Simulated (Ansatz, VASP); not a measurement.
**Cd7F16 (V_Cd): VASP beside Ansatz**

Aim: how closely do two programs agree when they are given the same cell, functional and k mesh? The cell is taken from a series of runs on this material, whose earlier steps may have relaxed, scaled, displaced or heated it; both programs get it as it stands.

Program: Ansatz 0.2.0. Level of theory: plane waves, with VASP 6.6.1 beside it; HSE06. Results are calculated unless marked as measured.

## Step 1: The structure

The cell holds 23 atoms: 7 Cd and 16 F. Its edges and angles: a = 7.752 Å, b = 7.752 Å, c = 7.752 Å, α = 60.0°, β = 60.0°, γ = 60.0°. It derives from CdF2 (CdF2 (Fm-3m)). Nearest the centre at fractional (0.500, 0.500, 0.500): F11 at 2.56 Å, F14 at 2.57 Å, F22 at 2.57 Å, F13 at 2.57 Å, F18 at 2.58 Å, F9 at 2.58 Å, F17 at 2.59 Å, F20 at 2.59 Å. The cell carries charge −2.

Coordinates:

```xyz
23
Lattice="0.0000 5.4812 5.4812 5.4812 0.0000 5.4812 5.4812 5.4812 0.0000" Properties=species:S:1:pos:R:3 pbc="T T T"
Cd   10.9469    5.4770    5.4880
Cd    8.2063    2.7382    5.4891
Cd    8.2060    5.4787    2.7472
Cd    5.4660    2.7365    2.7482
Cd   10.9460    8.2181    8.2281
Cd    8.2062    5.4773    8.2298
Cd    8.2060    8.2181    5.4881
F     1.3190    1.3249    1.3422
F     3.9796    3.9901    3.9988
F     4.1291    4.1472    1.3371
F     6.9521    6.9663    4.0029
F     4.1320    1.3287    4.1560
F     6.9497    3.9879    6.9754
F     6.9557    3.9907    3.9987
F     9.6174    6.8113    6.8197
F     1.3192    4.1474    4.1550
F     3.9803    6.9666    6.9755
F     3.9761    6.9668    3.9997
F     6.7933    9.6228    6.8186
F     3.9738    3.9910    6.9746
F     6.7963    6.8122    9.6419
F     6.9563    6.9632    6.9802
F     9.6176    9.6273    9.6351
```

## Step 2: Ansatz: single point, HSE06

Ansatz runs on its default PAW (the set named soft_2) files.

A single point takes one fixed geometry, so differences don't come from the geometry; what else differs is listed under the comparison.

input.yaml reads:

```yaml
crystal:
  checkpoint: "../qm2.relax.run"
  host: checkpoint
total_charge: -2
basis:
  ecutwfc: 420
  xc_grid: 2
hamiltonian:
  xc: hse06
kpoints:
  mp_grid: { grid: [1, 1, 1] }
scf:
  occupations: { method: fermi_dirac, width: 0.01 }
  max_iter: 100
output:
  forces: true
  charged_corrections:
    epsilon: 2.93
    static_epsilon: 11.01
    defect_position: [0.5, 0.5, 0.5]
  eigenvalues: true
  eigenstates: { localisation: true }
  populations: true
checkpoint:
  read: "../qm2.relax.run"
  write: "../qm2.hyb.run"
  compress: false
  write_wavefunctions: false
  write_every: 100000
```

Launch:

```bash
> ansatz run input.yaml --threads 4 --pin off --max-ram 9420MiB --backend cpu --events-out ev --progress --plain --runs-dir out
```

Numbers of over 12 decimals in the logs are rounded to 6 here.

The program printed:

```text
Warning: checkpoint.read: hamiltonian.xc differs: saved pbe, current hse06; the SCF iterates under this deck's functional from the saved state
crystal.checkpoint: the structure is that of <dir>, a `relax` run, at its step 5: its result, under pbe at a charge of -2 e; 23 atoms read, 0 with a starting moment; this deck's functional is hse06; crystal.structure_sha256 for this input is
exact exchange: scf.exx.singularity resolves to wigner_seitz, which cuts the screened interaction at the faces of the exchange supercell's Wigner-Seitz cell, so that each pair interacts once, at the shortest of its separations (the periodic images that this leaves out come, for a point-like exchange hole, to about 0.129 eV on a filled level). The cut falls within the interaction's reach, and what an exchange supercel [...]
Engine: ansatz 0.2.0, aarch64-unknown-linux-gnu
Pseudopotentials: kind: paw
Pseudopotential: Cd, paw, valence charge 20, recommended cutoff 420 eV (normal), Cd.paw.azcp
Pseudopotential: F, paw, valence charge 7, recommended cutoff 420 eV (normal), F.paw.azcp
Functional definition: HSE06
  parameter a = 0.25
  parameter omega = 0.11/bohr
  exchange = pbe_x - a*pbe_x_sr(omega) + a*exact_x_sr(omega)
  correlation = pbe_c
Crystal: 23 atoms, lattice volume = 329.356 Å³
Basis set: ecut = 420 eV, 6375 PW (Γ), exchange–correlation on 108×108×108 points (8 copies of the dense FFT grid, shifted against one another)
Bands: 153, of which v1, the nominal top of the filled ones, is band 127 counted from 1 (126 counted from 0)
Symmetry: 1 space group operations
Space group: P1 (ITA 1), of the structure as read, at distance tolerance 6.9e-5 Å
k-points: 1
Non-local potential: Cd, projectors of the file, l = 0: 3, l = 1: 2, l = 2: 2, l = 3: 1
Non-local potential: F, projectors of the file, l = 0: 2, l = 1: 2, l = 2: 1
PAW form: soft (Blöchl's): semilocal exchange-correlation on the pseudo side does not see the compensation charge
PAW frozen core: Cd, regenerated for the run's functional, and the local potential with it (the file was generated under x = pbe(κ = 0.804, μ = 0.219515), c = pbe(β = 0.066725))
PAW frozen core: F, regenerated for the run's functional, and the local potential with it (the file was generated under x = pbe(κ = 0.804, μ = 0.219515), c = pbe(β = 0.066725))
PAW one-centre angular grid: Cd, 590 points (default); XC on 64 Gauss nodes
PAW one-centre angular grid: F, 110 points (default); XC on 64 Gauss nodes
Initial density: read from a saved state, or passed on in memory by an earlier SCF of this step, an earlier step, the calling program or the single point that the run made first
Initial wavefunctions: pseudopotential atomic-orbital guess
Functional: x = pbe(κ = 0.804, μ = 0.219515), c = pbe(β = 0.066725), warm-up for x = pbe(κ = 0.804, μ = 0.219515) + 0.25 (exact − pbe) at short range (hse, ω = 0.207870 Å⁻¹), c = pbe(β = 0.066725); HSE06 as pw.x's `hse` composes it (authors' and Libxc's form: `xc: wpbeh`)
iter 1 solved again at ethr=3.53e-6 eV; its pass at ethr=1.00e-1 eV (dr2=8.97e-3 eV) is discarded
SCF iter   1: F=—  HF=-70705.450764 eV  |F-HF|=—  |Δ(HF+E_count)|=         —  Δρ=8.74e-4  dr2=1.51e-3  ethr=3.53e-6  ⟨swp⟩=19.0  Hψ=1201  notcnv=0
preconditioner: auto → none  [insulator: Δε(μ)=3.130 eV  Ē_g=15.856 eV  σ=0.010 eV  W_gap=1.00  n_scr=112 (ndim 8)  ℏωp=28.8 eV  f_vac=0.190  D(μ)=0.00/eV (n_scr^D=0)]
iter 2 solved again at ethr=1.53e-8 eV; its pass at ethr=5.94e-7 eV (dr2=3.88e-5 eV) is discarded
SCF iter   2: F=-70705.450091 eV  HF=-70705.450127 eV  |F-HF|=3.66e-5  |Δ(HF+E_count)|=   6.37e-4  Δρ=1.14e-4  dr2=3.90e-5  ethr=1.53e-8  ⟨swp⟩=2.0  Hψ=662  notcnv=0
SCF 1 stopped early in 2 iterations: F = -70705.450091 eV  dr2 = 3.90e-5
  greatest PAW one-centre occupation: 1.001 electrons in one spin orbital (limit 2), on the Cd atom at site 0 (counted from 0), in its partial waves of l = 1
Initial density: handed on by an earlier stage of this run
Initial wavefunctions: those handed on with the density
Functional: x = pbe(κ = 0.804, μ = 0.219515) + 0.25 (exact − pbe) at short range (hse, ω = 0.207870 Å⁻¹), c = pbe(β = 0.066725); HSE06 as pw.x's `hse` composes it (authors' and Libxc's form: `xc: wpbeh`)
Exchange kernel: α = 0.2500, screened, ω = 0.2079 Å⁻¹, Wigner–Seitz truncation, v(0) = 693.8003 eV·Å³, q-mesh 1×1×1, nearest image of the exchange supercell L = 7.75 Å, pair-density grid 32×32×32, without the augmentation charges, whose exchange is taken in its separable form (sized by the pseudopotential files, 45×45×45 at the most)
Frozen-core exchange: fock
SCF iter   1: F=—  HF=-70729.221099 eV  |F-HF|=—  |Δ(HF+E_count)|=         —  Δρ=1.14e-2  dr2=4.21e-1  ethr=1.53e-7  ⟨swp⟩=7.0  Hψ=742  notcnv=0
preconditioner: auto → none  [insulator: Δε(μ)=5.347 eV  Ē_g=18.631 eV  σ=0.010 eV  W_gap=1.00  n_scr=112 (ndim 8)  ℏωp=28.8 eV  f_vac=0.190  D(μ)=0.00/eV (n_scr^D=0)]
SCF iter   2: F=—  HF=-70729.111634 eV  |F-HF|=—  |Δ(HF+E_count)|=   1.09e-1  Δρ=6.96e-3  dr2=5.71e-2  ethr=1.53e-7  ⟨swp⟩=5.0  Hψ=616  notcnv=0
SCF iter   3: F=—  HF=-70729.195314 eV  |F-HF|=—  |Δ(HF+E_count)|=   8.37e-2  Δρ=3.03e-3  dr2=2.04e-2  ethr=1.53e-7  ⟨swp⟩=5.0  Hψ=566  notcnv=0
SCF iter   4: F=—  HF=-70729.189758 eV  |F-HF|=—  |Δ(HF+E_count)|=   5.56e-3  Δρ=1.03e-3  dr2=2.32e-3  ethr=1.53e-7  ⟨swp⟩=4.0  Hψ=476  notcnv=0
[...]
SCF 2 stopped early in 6 iterations: F = -70729.191897 eV  dr2 = 3.34e-5
  Residual-converged pass: ⟨swp⟩=4.0  Hψ=431  notcnv=0  max |occ|·‖R‖ = 4.8e-6 eV (tolerance 6.7e-6 eV)  dr2=3.33e-5  dr2_onsite=2.75e-6  max |Δocc| = 0.0e0
  greatest PAW one-centre occupation: 1.002 electrons in one spin orbital (limit 2), on the Cd atom at site 0 (counted from 0), in its partial waves of l = 1
hybrid outer 1: dexx = +1.078e-1 eV, tail = 2.14e-4 eV
Exchange kernel: α = 0.2500, screened, ω = 0.2079 Å⁻¹, Wigner–Seitz truncation, v(0) = 693.8003 eV·Å³, q-mesh 1×1×1, nearest image of the exchange supercell L = 7.75 Å, pair-density grid 32×32×32, without the augmentation charges, whose exchange is taken in its separable form (sized by the pseudopotential files, 45×45×45 at the most)
Frozen-core exchange: fock
SCF iter   1: F=—  HF=-70729.191670 eV  |F-HF|=—  |Δ(HF+E_count)|=         —  Δρ=7.53e-5  dr2=8.82e-6  ethr=4.22e-7  ⟨swp⟩=6.0  Hψ=342  notcnv=0
preconditioner: auto → none  [insulator: Δε(μ)=5.234 eV  Ē_g=18.565 eV  σ=0.010 eV  W_gap=1.00  n_scr=112 (ndim 8)  ℏωp=28.8 eV  f_vac=0.198  D(μ)=0.00/eV (n_scr^D=0)]
SCF iter   2: F=—  HF=-70729.191667 eV  |F-HF|=—  |Δ(HF+E_count)|=   2.33e-6  Δρ=1.78e-5  dr2=7.18e-7  ethr=3.08e-9  ⟨swp⟩=4.0  Hψ=395  notcnv=0
SCF iter   3: F=—  HF=-70729.191670 eV  |F-HF|=—  |Δ(HF+E_count)|=   2.52e-6  Δρ=2.27e-5  dr2=1.03e-6  ethr=1.80e-10  ⟨swp⟩=4.0  Hψ=443  notcnv=0
SCF iter   4: F=—  HF=-70729.191670 eV  |F-HF|=—  |Δ(HF+E_count)|=   2.97e-7  Δρ=4.11e-6  dr2=2.56e-8  ethr=1.80e-10  ⟨swp⟩=4.0  Hψ=350  notcnv=0
SCF iter   5: F=-70729.191670 eV  HF=-70729.191670 eV  |F-HF|=1.57e-8  |Δ(HF+E_count)|=   2.94e-8  Δρ=2.86e-6  dr2=1.70e-8  ethr=8.54e-12  ⟨swp⟩=5.0  Hψ=377  notcnv=0
SCF 3 converged in 5 iterations: F = -70729.191670 eV  dr2 = 1.70e-8
  Residual-converged pass: ⟨swp⟩=3.0  Hψ=301  notcnv=0  max |occ|·‖R‖ = 1.2e-6 eV (tolerance 1.5e-6 eV)  dr2=1.69e-8  dr2_onsite=1.35e-9  max |Δocc| = 0.0e0
hybrid outer 2: dexx = +2.781e-6 eV, tail = 5.88e-8 eV, Δε = 2.90e-3 eV (about 5.86e-5 eV left of the loop's levels), ΔF = 1.31e-3 eV/Å (tail 2.35e-4)
hybrid SCF converged: 2 outer / 11 inner (+2 warm-up), last move |dexx| = 2.78e-6 eV, tail = 5.88e-8 eV
Stability not checked: this state was not tested for a lower state beside it, because the functional holds exact exchange (a hybrid, or Hartree-Fock), whose exchange loop this test does not read (fock_operator; see scf.lower_state_search)
Free energy (F): -70729.191670 eV
Frozen-core exchange: fock
Harris-Foulkes:  -70729.191670 eV  (|F-HF|=1.57e-8)
Internal energy: -70729.191670 eV  (E = F + TS)
E sigma→0 (E₀):  -70729.191670 eV
Fermi energy:    5.697582 eV
--- Per-component energies (eV) ---
  E_band       = -4534.575841
  E_kinetic    = 6896.873206
  E_local      = -35082.196544  (includes V_loc(G=0)·N_el)
  E_nonlocal   = 1425.903009
  E_hartree    = 15517.896097
  E_xc         = -2012.947325
  E_vxc        = -2531.635893  (∫ρ·V_xc dr)
  E_exx        = -1050.021504  (= α·E_x^exact, valence–valence)
  E_paw        = -31315.376839  (= ΣΔE_a)
  E_vpaw       = -4179.307448  (= ΣTr[D̂ρ^β])
  E_aug_tail   = 0.032879  (compensation charges beyond the density's cutoff)
  E_ewald      = -25104.657451
  E_core_change = -4.697204  (= ΣΔE_core)
  E_smearing   = -0.000000  (= −TS)
  E_closure    = 0.000006  (closes the sum)
  E_deformation_potential = -25.894088  (in the stress; not in F)
  Σ components = -70729.191670   (vs F -70729.191670, Δ=0.00e0)
--- Forces (eV/Å), atoms counted from 1 ---
  atom   1  Cd    -0.00145021     0.00314722     0.00151668
  atom   2  F     -0.01843748    -0.02014510    -0.01921259
  atom   3  F     -0.09823287    -0.10109775    -0.09869786
  atom   4  Cd    -0.00060934    -0.00250009    -0.00294565
  atom   5  F      0.01865531     0.02074403    -0.01805164
  atom   6  F      0.09909621     0.10251680    -0.09984123
  atom   7  Cd     0.00055447    -0.00088721     0.00059765
  atom   8  F      0.01896866    -0.02097208     0.01870717
  atom   9  F      0.10044795    -0.10137285     0.09920238
  atom  10  Cd     0.00017236     0.00210129    -0.00163330
  atom  11  F      0.10040402    -0.09759706    -0.09809751
  atom  12  F      0.02092448    -0.01881637    -0.01893795
  atom  13  Cd     0.00027777     0.00107750     0.00202002
  atom  14  F     -0.01906278     0.02035199     0.01917550
  atom  15  F     -0.10059795     0.10089003     0.10072732
  atom  16  Cd     0.00049995    -0.00082899    -0.00207643
  atom  17  F     -0.09983827     0.09752668    -0.09894183
  atom  18  F     -0.02045813     0.01906492    -0.01777768
  atom  19  Cd    -0.00063565    -0.00077532     0.00035237
  atom  20  F     -0.09893786    -0.09985855     0.09978020
  atom  21  F     -0.02003010    -0.01965676     0.01650597
  atom  22  F      0.09874663     0.09901124     0.09701521
  atom  23  F      0.01949992     0.01802490     0.02068166
  max |Σ_I F_I| component: 6.85e-5 eV/Å
--- Charged-cell corrections in eV (Makov–Payne, q = -2.000 e, ε = 2.930 of the electrons, 11.010 with the ions) ---
  F (periodic)     = -70729.191670  (uncorrected; the corrections below are reported, never added to it)
  E_corr1          = +4.110854  (monopole, q²α_M/2εL)
  F Makov-Payne    = n/a  (the rows are of the electrons' constant alone; ansatz place-levels tells what screens the charge)
  no potential alignment in this run, which stands beside a crystal: run the host's input off ansatz write-host-input, and read the two finished runs by ansatz place-levels (neither reads a slab, a wire or a sheet, whose cell leaves a vacuum)
--- Band table (eV) ---
  k-point 0: bands = [... 123 lower, 2.9123, 3.0744, 3.0746, 3.0752, 8.3094, 12.1060, 12.1062, 12.1066, ... 22 higher]
--- Löwdin populations: 23 sites ---
  site symbol       q [e]
     0     Cd     18.3953
     1      F      7.7714
     2      F      7.7674
     3     Cd     18.3869
     4      F      7.7714
     5      F      7.7675
     6     Cd     18.3869
     7      F      7.7714
     8      F      7.7674
     9     Cd     18.3869
    10      F      7.7674
    11      F      7.7715
    12     Cd     18.3869
    13      F      7.7714
    14      F      7.7674
    15     Cd     18.3869
    16      F      7.7674
    17      F      7.7715
    18     Cd     18.3869
    19      F      7.7674
    20      F      7.7715
    21      F      7.7674
    22      F      7.7715
  spilling = 0.003829 (of n_electrons = 254.000000)
```

Reading the cycles: dr2 is the Hartree energy of the density residual (eV), the measure of convergence; HF is the Harris–Foulkes estimate of the energy, which meets the free energy F at convergence.

(Continued in part 2 of 2.)

[Lines on the potential files, build, host, timing and source positions are cut from VASP's logs without a mark.]

[Logs are printed without paths, hosts, clocks, repeated set-up lines and the standing remarks that a program may print on its own settings, such as how far it seeks lower states.]

[Hosts, paths, dates, database ids (printed as entryN), source tags and the programs' standing remarks are cut or masked in the printed files.]
